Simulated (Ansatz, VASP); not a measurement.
**Al: VASP beside Ansatz**

The input POSCAR:

```
Al
1.0
    0.0000000000      2.0157667560      2.0157667560
    2.0157667560      0.0000000000      2.0157667560
    2.0157667560      2.0157667560      0.0000000000
Al
1
Direct
    0.0000000000      0.0000000000      0.0000000000
```

INCAR.step1

```
SYSTEM = Al
PREC = Accurate
ENCUT = 520
ISMEAR = 0
SIGMA = 0.1
LREAL = .False.
LASPH = .True.
NELM = 60
NBANDS = 8
GGA = PE
ALGO = Normal
EDIFF = 1E-4
LWAVE = .True.
LCHARG = .False.
```

The input INCAR.step2:

```
SYSTEM = Al
PREC = Accurate
ENCUT = 520
EDIFF = 1E-6
ISMEAR = 0
SIGMA = 0.1
LREAL = .False.
LASPH = .True.
NELM = 60
ALGO = Normal
ISIF = 2
LWAVE = .False.
LCHARG = .False.
METAGGA = R2SCAN
LMIXTAU = .True.
NBANDS = 8
ISTART = 1
```

The input KPOINTS:

```
regular mesh
0
Gamma
  18 18 18
  0 0 0
```

Input for Ansatz:

```yaml
crystal:
  lattice:
    - [0.0, 2.015766756, 2.015766756]
    - [2.015766756, 0.0, 2.015766756]
    - [2.015766756, 2.015766756, 0.0]
  atoms:
    - { symbol: Al, position: [0.0, 0.0, 0.0] }
basis:
  ecutwfc: 500
kpoints:
  mp_grid: { grid: [18, 18, 18] }
hamiltonian:
  xc: r2scan
scf:
  occupations: { method: gaussian, width: 0.1 }
output:
  forces: true
  stress: true
  eigenvalues: true
```

Alike in both runs: task single point; functional r2SCAN; k mesh 18 × 18 × 18; occupations gaussian, width 0.1 eV; no spin polarisation.

|  | VASP | Ansatz |
| --- | --- | --- |
| version | VASP 6.6.1 | Ansatz 0.2.0 |
| potentials or method | VASP PAW PBE potentials, release 64 (Al) | scalar-relativistic, plane waves, PAW |
| plane-wave cutoff (eV) | 520 | 500 |
| valence electrons in the cell | 3 | 3 |

VASP gave:

- gap on the k mesh at the Fermi level (eV): none
- pressure (GPa): -2.8

Q: Which values does Ansatz return?

A: gap on the k mesh at the Fermi level (eV): none; pressure (GPa): -2.5.

A gap of «none» marks a metal or a gap that the smearing closes.

Caveats: the PAW data sets were made with another functional, which shifts forces and pressure a little (VASP).
